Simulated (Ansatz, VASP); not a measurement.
Two plane-wave programs on ZrB3

```xyz
4
Lattice="3.4296 0.0000 0.0000 0.0000 3.4296 0.0000 0.0000 0.0000 3.4296" Properties=species:S:1:pos:R:3 pbc="T T T"
Zr    0.0000    0.0000    0.0000
B     0.0000    1.7148    1.7148
B     1.7148    0.0000    1.7148
B     1.7148    1.7148    0.0000
```

Alike in both runs: functional PBE; k mesh 14 × 14 × 14; occupations gaussian, width 0.1 eV; no spin polarisation.

Ansatz relaxed the structure, and its values are those at the end. VASP's run is a single point on that final structure, the one shown.

|  | VASP | Ansatz |
| --- | --- | --- |
| version | VASP 6.6.1 | Ansatz 0.2.0 |
| potentials or method | VASP PAW PBE potentials, release 64 (Zr_sv, B) | scalar-relativistic, plane waves, PAW |
| plane-wave cutoff (eV) | 520 | 420 |
| valence electrons in the cell | 21 | 21 |

```csv
,VASP,Ansatz,Ansatz less VASP
gap on the k mesh at the Fermi level (eV),none,none,-
pressure (GPa),0.1,0.0,-0.11
```

A gap of «none» marks a metal or a gap that the smearing closes. With one functional, cell and mesh, what is left measures potentials, basis and numerics.
